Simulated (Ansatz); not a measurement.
Reaction (hydrogen abstraction from the Si–H bond): `CO[SiH](C)O` + `F[C](F)F`• → `CO[Si](C)O`• + trifluoromethane

Gas-phase electronic energies from Ansatz, PBE0-D4/def2-TZVP geometries. CCSD(T)/CBS is the MP2 limit (def2-TZVPP, def2-QZVPP) plus CCSD(T) − MP2 in def2-TZVPP, frozen cores. This one scheme is used for every species. DFT in def2-TZVPP. No spin–orbit coupling; open shells (•) take unrestricted orbitals. Each species was taken in one conformer, which may not be the lowest.

| species | r2SCAN energy (Eh) |
| --- | --- |
| `CO[SiH](C)O` | -521.02628 |
| `F[C](F)F`• | -337.58052 |
| `CO[Si](C)O`• | -520.37452 |
| `FC(F)F` | -338.25092 |

Task: Work out ΔE.

Result: ΔE = (-520.37452) + (-338.25092) − (-521.02628) − (-337.58052) = -0.01864 Eh = -48.9 kJ/mol. CCSD(T)/CBS gives -55.6 kJ/mol.

Largest T1 diagnostic among the species: 0.014.

From PBE to PBE0 (25 % exact exchange), in def2-TZVPP and without D4, ΔE moves by +4.0 kJ/mol. In def2-TZVPP, CCSD(T) changes the Hartree–Fock value by −20.8 kJ/mol (the triples alone add −2.0 kJ/mol) and MP2 by −25.7 kJ/mol.
